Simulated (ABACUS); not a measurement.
# SnO (P4/nmm) in ABACUS: equation of state

Aim: energy against volume of SnO in PBE, for its equilibrium volume and stiffness.

All numbers are computed with ABACUS 3.10.1; they aren't measurements. Logs are shortened: lines on timing, memory, paths and dates and some standing lists are left out, and cuts for length are marked.

### Step 1. Starting point

The structure is tetragonal, space group P4/nmm (No. 129). Conventional cell: a = 3.814 Å, b = 3.814 Å, c = 4.887 Å, α = 90.00°, β = 90.00°, γ = 90.00°. Sn (site symmetry 4mm) has 4 O at 2.23 Å as nearest neighbours. O (site symmetry -4m2) is surrounded by 4 Sn at 2.23 Å.

The cell is a database's computed one.

### Step 2. Equation of state, PBE, 16.70 Å³/atom (volume scaled by 0.94)

Contents of INPUT:

```
INPUT_PARAMETERS
suffix              SnO
calculation         scf
basis_type          pw
pseudo_dir          ./
symmetry            1
dft_functional      pbe
ecutwfc             84
pseudo_rcut         10
nspin               1
nbands              24
ks_solver           dav
smearing_method     fd
smearing_sigma      0.00367493
scf_thr             1e-08
scf_nmax            100
mixing_type         broyden
mixing_beta         0.7
cal_force           1
cal_stress          1
kpar                4
```

Contents of STRU:

```
ATOMIC_SPECIES
Sn 118.7100 Sn.upf
O 15.9990 O.upf

LATTICE_CONSTANT
1.8897261246

LATTICE_VECTORS
3.7358428604 0.0000000000 0.0000000000
0.0000000000 3.7358428604 0.0000000000
0.0000000000 0.0000000000 4.7871523832

ATOMIC_POSITIONS
Direct

Sn
0.0
2
0.5000000000 0.0000000000 0.7646261400 1 1 1
0.0000000000 0.5000000000 0.2353738600 1 1 1

O
0.0
2
0.0000000000 0.0000000000 0.0000000000 1 1 1
0.5000000000 0.5000000000 0.0000000000 1 1 1
```

Contents of KPT:

```
K_POINTS
0
Gamma
7 7 6 0 0 0
```

Potentials or basis: PseudoDojo NC SR 0.4.1 PBE standard, plane waves.

Command:

```bash
OMP_NUM_THREADS=1 mpirun -np 4 abacus > log
```

running log:

```text
ABACUS v3.10.1

               Atomic-orbital Based Ab-initio Computation at UStc

 ------------------------------------------------------------------------------------

 READING GENERAL INFORMATION
                           global_out_dir = OUT.SnO/
                           global_in_card = INPUT
                               pseudo_dir = ./
[... 8 lines left out ...]

 READING ATOM TYPE 1
                               atom label = Sn
                      L=0, number of zeta = 1
                      L=1, number of zeta = 1
                      L=2, number of zeta = 1
             number of atom for this type = 2

 READING ATOM TYPE 2
                               atom label = O
                      L=0, number of zeta = 1
                      L=1, number of zeta = 1
                      L=2, number of zeta = 1
             number of atom for this type = 2

                        TOTAL ATOM NUMBER = 4
DIRECT COORDINATES
    atom                   x                   y                   z     mag                  vx                  vy                  vz
taud_Sn1            0.5000000000        0.0000000000        0.7646261400  0.0000        0.0000000000        0.0000000000        0.0000000000
taud_Sn2            0.0000000000        0.5000000000        0.2353738600  0.0000        0.0000000000        0.0000000000        0.0000000000
taud_O1            0.0000000000        0.0000000000        0.0000000000  0.0000        0.0000000000        0.0000000000        0.0000000000
taud_O2            0.5000000000        0.5000000000        0.0000000000  0.0000        0.0000000000        0.0000000000        0.0000000000

                          Volume (Bohr^3) = 450.87
                             Volume (A^3) = 66.8119

 Lattice vectors: (Cartesian coordinate: in unit of a_0)
             +3.73584                  +0                  +0
                   +0            +3.73584                  +0
                   +0                  +0            +4.78715
 Reciprocal vectors: (Cartesian coordinate: in unit of 2 pi/a_0)
            +0.267677                  -0                  +0
                   -0           +0.267677                  -0
                   +0                  -0           +0.208892
 The esolver type has been set to : ksdft_pw

                PAO radial cut off (Bohr) = 10

 Read in pseudopotential file is Sn.upf
                     pseudopotential type = NC
          exchange-correlation functional = PBE
                 nonlocal core correction = 1
                        valence electrons = 14
                                     lmax = 2
                           number of zeta = 3
                     number of projectors = 6
                           L of projector = 0
[... 5 lines left out ...]
                PAO radial cut off (Bohr) = 10

 Read in pseudopotential file is O.upf
                     pseudopotential type = NC
          exchange-correlation functional = PBE
                 nonlocal core correction = 1
                        valence electrons = 6
                                     lmax = 2
                           number of zeta = 2
                     number of projectors = 5
                           L of projector = 0
                           L of projector = 0
                           L of projector = 1
                           L of projector = 1
                           L of projector = 2
     initial pseudo atomic orbital number = 26

 SETUP THE ELECTRONS NUMBER
            electron number of element Sn = 14
      total electron number of element Sn = 28
             electron number of element O = 6
       total electron number of element O = 12
            AUTOSET number of electrons:  = 40
                           occupied bands = 20
                                   NBANDS = 24
                                   NLOCAL = 36

%%%%%%%%%%%%%%%%%%%%%%%%%%%%%%%%%%%%%%%%%%%%%%%%%%%%%%%%%%%%%%%%%%%%%%%%%%%%%%%%%%%%%%%%%%%%%%%%%%%%%%%%%%
 Warning: the number of valence electrons in pseudopotential > 4 for Sn: [Kr] 4d10 5s2 5p2
 Pseudopotentials with additional electrons can yield (more) accurate outcomes, but may be less efficient.
 If you're confident that your chosen pseudopotential is appropriate, you can safely ignore this warning.
%%%%%%%%%%%%%%%%%%%%%%%%%%%%%%%%%%%%%%%%%%%%%%%%%%%%%%%%%%%%%%%%%%%%%%%%%%%%%%%%%%%%%%%%%%%%%%%%%%%%%%%%%%

 SETUP THE PLANE WAVE BASIS
 energy cutoff for charge/potential (unit:Ry) = 336
            fft grid for charge/potential = [ 45, 45, 54 ]
                        fft grid division = [ 1, 1, 1 ]
        big fft grid for charge/potential = [ 45, 45, 54 ]
                                     nbxx = 109350
                                     nrxx = 109350

 SETUP PLANE WAVES FOR CHARGE/POTENTIAL
                    number of plane waves = 46789
                         number of sticks = 1329

 PARALLEL PW FOR CHARGE/POTENTIAL
     PROC   COLUMNS(POT)             PW
        1           1329          46789
 --------------- sum -------------------
[... 48 lines left out ...]
               POINT GROUP IN SPACE GROUP = D_4h

 SETUP K-POINTS
                                    nspin = 1
                   Input type of k points = Monkhorst-Pack(Gamma)
                                   nkstot = 294
                       right hand lattice = 1
(for reciprocal lattice: )
                             BRAVAIS TYPE = 5
                     BRAVAIS LATTICE NAME = 05. Tetrogonal P (simple)
                                    ibrav = 5
                       right hand lattice = 1
(for k-lattice: )
                             BRAVAIS TYPE = 5
                     BRAVAIS LATTICE NAME = 05. Tetrogonal P (simple)
                                    ibrav = 5
                       right hand lattice = 1
                        ROTATION MATRICES = 16
                               nkstot_ibz = 40
K-POINTS REDUCTION ACCORDING TO SYMMETRY
     IBZ    DIRECT_X    DIRECT_Y    DIRECT_Z  WEIGHT  ibz2bz
       1  0.00000000  0.00000000  0.00000000  0.0034       0
       2  0.14285714  0.00000000  0.00000000  0.0136       1
       3  0.28571429  0.00000000  0.00000000  0.0136       2
       4  0.42857143  0.00000000  0.00000000  0.0136       3
       5  0.14285714  0.14285714  0.00000000  0.0136       8
       6  0.28571429  0.14285714  0.00000000  0.0272       9
[... 22 lines left out ...]
      29  0.42857143  0.28571429  0.33333333  0.0544     115
      30  0.42857143  0.42857143  0.33333333  0.0272     122
[... 10 further k points ...]

                               nkstot now = 40
[... K-POINTS DIRECT COORDINATES: 40 rows ...]

           k-point number in this process = 10
       minimum distributed K point number = 10
[... stars of the k points ...]

[... K-POINTS CARTESIAN COORDINATES: 10 rows ...]

[... K-POINTS DIRECT COORDINATES: 10 rows ...]

 SETUP PLANE WAVES FOR WAVE FUNCTIONS
     energy cutoff for wavefunc (unit:Ry) = 84
              fft grid for wave functions = [ 45, 45, 54 ]
                    number of plane waves = 6919
                         number of sticks = 373

 PARALLEL PW FOR WAVE FUNCTIONS
     PROC   COLUMNS(POT)             PW
        1            373           6919
 --------------- sum -------------------
        1            373           6919

 SETUP NONLOCAL PSEUDOPOTENTIALS IN PLANE WAVE BASIS
 Sn non-local projectors:
 projector 1 L=0
 projector 2 L=0
 projector 3 L=1
 projector 4 L=1
 projector 5 L=2
 projector 6 L=2
 O non-local projectors:
 projector 1 L=0
 projector 2 L=0
 projector 3 L=1
 projector 4 L=1
 projector 5 L=2
      TOTAL NUMBER OF NONLOCAL PROJECTORS = 62

 Init Non-Local PseudoPotential table :
 Init Non-Local-Pseudopotential done.

                                     npwx = 5879

 Make real space PAO into reciprocal space.
       max mesh points in Pseudopotential = 1001
     dq(describe PAO in reciprocal space) = 0.01
                                    max q = 1104

 number of pseudo atomic orbitals for Sn is 3
WARNING: norm of atomic wavefunction # 2 of atomic type Sn is 0.999999, renormalized
WARNING: norm of atomic wavefunction # 3 of atomic type Sn is 0.999616, renormalized

 number of pseudo atomic orbitals for O is 2

 -------------------------------------------
 SELF-CONSISTENT
 -------------------------------------------
                                 init_chg = atomic

 PW ALGORITHM --------------- ION=   1  ELEC=   1--------------------------------

 Density error is 1.00817067227
                          Error Threshold = 0.01
----------------------------------------------------------
     Energy           Rydberg                 eV
----------------------------------------------------------
 E_KohnSham     -380.9697303088      -5183.3590977224
 E_Harris       -375.6568660337      -5111.0738708806
 E_Fermi        0.7839452427         10.6661222202
----------------------------------------------------------
[... 75 lines left out ...]
 Density error is 6.34043328317e-09
                          Error Threshold = 6.59434917144e-10
----------------------------------------------------------
     Energy           Rydberg                 eV
----------------------------------------------------------
 E_KohnSham     -381.4099918765      -5189.3491636539
 E_KS(sigma->0) -381.4099360085      -5189.3484035311
 E_Harris       -381.4094715087      -5189.3420836868
 E_band         -11.1421002334       -151.5960508617
 E_one_elec     -132.6716593933      -1805.0905308639
 E_Hartree      95.4408728736        1298.5396931747
 E_xc           -105.1806754987      -1431.0565062718
 E_Ewald        -238.9984181221      -3251.7402994473
 E_entropy(-TS) -0.0001117360        -0.0015202456
 E_descf        0.0000000000         0.0000000000
 E_exx          0.0000000000         0.0000000000
 E_Fermi        0.8258956803         11.2368872053
----------------------------------------------------------

 charge density convergence is achieved
 final etot is -5189.3491637 eV
 EFERMI = 11.236887205 eV

 STATE ENERGY(eV) AND OCCUPATIONS    NSPIN == 1
 1/10 kpoint (Cartesian) = 0.0000 0.0000 0.0000 (5879 pws)
       1       -11.2450     0.00680272
       2       -10.6969     0.00680272
       3       -10.6969     0.00680272
       4       -10.6796     0.00680272
       5       -10.6351     0.00680272
       6       -10.6219     0.00680272
[... 146 lines left out ...]
      23        15.5265    2.99438e-39
      24        15.7890    1.57155e-41

[... levels at 4 further k points ...]

------------------------------------------------------------------------------------------
 TOTAL-FORCE (eV/Angstrom)
------------------------------------------------------------------------------------------
                       Sn1         0.0000000000         0.0000000000        -1.4418407304
                       Sn2         0.0000000000         0.0000000000         1.4418407304
                        O1         0.0000000000         0.0000000000         0.0000000000
                        O2         0.0000000000         0.0000000000         0.0000000000
------------------------------------------------------------------------------------------

----------------------------------------------------------------
 TOTAL-STRESS (KBAR)
----------------------------------------------------------------
       122.8488092963         0.0000000000         0.0000000000
         0.0000000000       122.8488092963        -0.0000000000
         0.0000000000        -0.0000000000        92.1336530792
----------------------------------------------------------------
 TOTAL-PRESSURE: 112.610424 KBAR

 --------------------------------------------
 !FINAL_ETOT_IS -5189.3491636539274623 eV
 --------------------------------------------
```

It took 14 s on 4 MPI ranks of Intel Xeon 6975P-C (Granite Rapids), shared host; peak memory 0.56 GiB.

What came out:

| Item | Value |
| --- | --- |
| Free energy | -5189.3492 eV |
| Pressure | 11.3 GPa |
| Largest force | 1.442 eV/Å |
| Band gap on the k mesh | 0.14 eV, indirect (least direct gap 2.02 eV) |

Caveat: spin-orbit coupling is left out, which moves the levels of the heavy elements; an odd mesh through Γ misses points on the zone boundary, where band edges often lie; forces of over 1 eV/Å show positions far from the minimum, so gaps and moduli don't describe the material at rest.

### Step 3. Equation of state, PBE, 17.06 Å³/atom (volume scaled by 0.96)

INPUT is that of step 2.

STRU, as its differences from that of step 2:

```diff
@@ -8,5 +8,5 @@
 LATTICE_VECTORS
-3.7358428604 0.0000000000 0.0000000000
-0.0000000000 3.7358428604 0.0000000000
-0.0000000000 0.0000000000 4.7871523832
+3.7621524798 0.0000000000 0.0000000000
+0.0000000000 3.7621524798 0.0000000000
+0.0000000000 0.0000000000 4.8208658347
```

KPT is that of step 2.

Potentials or basis: PseudoDojo NC SR 0.4.1 PBE standard, plane waves.

Command:

```bash
OMP_NUM_THREADS=1 mpirun -np 4 abacus > log
```

It took 14 s on 4 MPI ranks of Intel Xeon 6975P-C (Granite Rapids), shared host; peak memory 0.56 GiB.

The run converged. Its results:

```yaml
Free_energy: -5189.4374 eV
Pressure: 8.6 GPa
Largest_force: 1.090 eV/Å
Band_gap_on_the_k_mesh: 0.22 eV, indirect (least direct gap 2.05 eV)
```

Caveat: spin-orbit coupling is left out, which moves the levels of the heavy elements; an odd mesh through Γ misses points on the zone boundary, where band edges often lie; forces of over 1 eV/Å show positions far from the minimum, so gaps and moduli don't describe the material at rest.

### Step 4. Equation of state, PBE, 17.41 Å³/atom (volume scaled by 0.98)

INPUT is that of step 3.

STRU, as its differences from that of step 3:

```diff
@@ -8,5 +8,5 @@
 LATTICE_VECTORS
-3.7621524798 0.0000000000 0.0000000000
-0.0000000000 3.7621524798 0.0000000000
-0.0000000000 0.0000000000 4.8208658347
+3.7880991788 0.0000000000 0.0000000000
+0.0000000000 3.7880991788 0.0000000000
+0.0000000000 0.0000000000 4.8541142359
```

KPT is that of step 3.

Command:

```bash
OMP_NUM_THREADS=1 mpirun -np 4 abacus > log
```

It took 14 s on 4 MPI ranks of Intel Xeon 6975P-C (Granite Rapids), shared host; peak memory 0.56 GiB.

It converged, with:

- Free energy: -5189.5034 eV
- Pressure: 6.2 GPa
- Largest force: 0.766 eV/Å
- Band gap on the k mesh: 0.30 eV, indirect (least direct gap 2.07 eV)

Caveat: spin-orbit coupling is left out, which moves the levels of the heavy elements; an odd mesh through Γ misses points on the zone boundary, where band edges often lie.

### Step 5. Equation of state, PBE, 17.77 Å³/atom

INPUT is that of step 4.

STRU, as its differences from that of step 4:

```diff
@@ -8,5 +8,5 @@
 LATTICE_VECTORS
-3.7880991788 0.0000000000 0.0000000000
-0.0000000000 3.7880991788 0.0000000000
-0.0000000000 0.0000000000 4.8541142359
+3.8136952200 0.0000000000 0.0000000000
+0.0000000000 3.8136952200 0.0000000000
+0.0000000000 0.0000000000 4.8869133000
```

KPT is that of step 4.

Command:

```bash
OMP_NUM_THREADS=1 mpirun -np 4 abacus > log
```

It took 14 s on 4 MPI ranks of Intel Xeon 6975P-C (Granite Rapids), shared host; peak memory 0.56 GiB.

It converged, with:

* Free energy: -5189.5492 eV
* Pressure: 4.1 GPa
* Largest force: 0.467 eV/Å
* Band gap on the k mesh: 0.37 eV, indirect (least direct gap 2.07 eV)

Caveat: spin-orbit coupling is left out, which moves the levels of the heavy elements; an odd mesh through Γ misses points on the zone boundary, where band edges often lie.

### Step 6. Equation of state, PBE, 18.12 Å³/atom (volume scaled by 1.02)

INPUT is that of step 5.

STRU, as its differences from that of step 5:

```diff
@@ -8,5 +8,5 @@
 LATTICE_VECTORS
-3.8136952200 0.0000000000 0.0000000000
-0.0000000000 3.8136952200 0.0000000000
-0.0000000000 0.0000000000 4.8869133000
+3.8389522158 0.0000000000 0.0000000000
+0.0000000000 3.8389522158 0.0000000000
+0.0000000000 0.0000000000 4.9192779074
```

KPT is that of step 5.

Potentials or basis: PseudoDojo NC SR 0.4.1 PBE standard, plane waves.

Command:

```bash
OMP_NUM_THREADS=1 mpirun -np 4 abacus > log
```

Run time: 16 s. Hardware: 4 MPI ranks of Intel Xeon 6975P-C (Granite Rapids), shared host; peak memory 0.56 GiB.

The run converged. Its results:

```yaml
Free_energy: -5189.5769 eV
Pressure: 2.2 GPa
Largest_force: 0.190 eV/Å
Band_gap_on_the_k_mesh: 0.44 eV, indirect (least direct gap 2.04 eV)
```

Caveat: spin-orbit coupling is left out, which moves the levels of the heavy elements; an odd mesh through Γ misses points on the zone boundary, where band edges often lie.

### Step 7. Equation of state, PBE, 18.48 Å³/atom (volume scaled by 1.04)

INPUT is that of step 6.

STRU, as its differences from that of step 6:

```diff
@@ -8,5 +8,5 @@
 LATTICE_VECTORS
-3.8389522158 0.0000000000 0.0000000000
-0.0000000000 3.8389522158 0.0000000000
-0.0000000000 0.0000000000 4.9192779074
+3.8638811754 0.0000000000 0.0000000000
+0.0000000000 3.8638811754 0.0000000000
+0.0000000000 0.0000000000 4.9512221655
```

KPT is that of step 6.

Command:

```bash
OMP_NUM_THREADS=1 mpirun -np 4 abacus > log
```

It took 16 s on 4 MPI ranks of Intel Xeon 6975P-C (Granite Rapids), shared host; peak memory 0.6 GiB.

It converged, with:

```
Free energy            : -5189.5884 eV
Pressure               : 0.4 GPa
Largest force          : 0.066 eV/Å
Band gap on the k mesh : 0.51 eV, indirect (least direct gap 2.01 eV)
```

Caveat: spin-orbit coupling is left out, which moves the levels of the heavy elements; an odd mesh through Γ misses points on the zone boundary, where band edges often lie.

### Step 8. Equation of state, PBE, 18.84 Å³/atom (volume scaled by 1.06)

INPUT is that of step 7.

STRU, as its differences from that of step 7:

```diff
@@ -8,5 +8,5 @@
 LATTICE_VECTORS
-3.8638811754 0.0000000000 0.0000000000
-0.0000000000 3.8638811754 0.0000000000
-0.0000000000 0.0000000000 4.9512221655
+3.8884925471 0.0000000000 0.0000000000
+0.0000000000 3.8884925471 0.0000000000
+0.0000000000 0.0000000000 4.9827594627
```

KPT is that of step 7.

Command:

```bash
OMP_NUM_THREADS=1 mpirun -np 4 abacus > log
```

It took 16 s on 4 MPI ranks of Intel Xeon 6975P-C (Granite Rapids), shared host; peak memory 0.6 GiB.

Results (log left out):

```
Free energy            : -5189.5851 eV
Pressure               : -1.2 GPa
Largest force          : 0.303 eV/Å
Band gap on the k mesh : 0.57 eV, indirect (least direct gap 1.99 eV)
```

Caveat: spin-orbit coupling is left out, which moves the levels of the heavy elements; an odd mesh through Γ misses points on the zone boundary, where band edges often lie.

### Step 9. Equation of state, PBE

Potentials or basis: PseudoDojo NC SR 0.4.1 PBE standard, plane waves.

No new run: the results of the series are fitted here.

What came out:

```yaml
Equilibrium_volume: 18.57 Å³/atom
Bulk_modulus_at_fixed_shape_and_positions: 84 GPa
Pressure_derivative_of_the_bulk_modulus: 4.4
```

Energy against volume, from the lowest point:
```csv
volume (Å³/atom),energy (meV/atom)
16.703,59.80
17.058,37.75
17.414,21.25
17.769,9.78
18.125,2.86
18.480,0.00
18.835,0.82
```

Caveat: the cell was scaled at fixed shape and fractional positions, which overstates the stiffness of a crystal with free parameters, most of all of layers and chains.
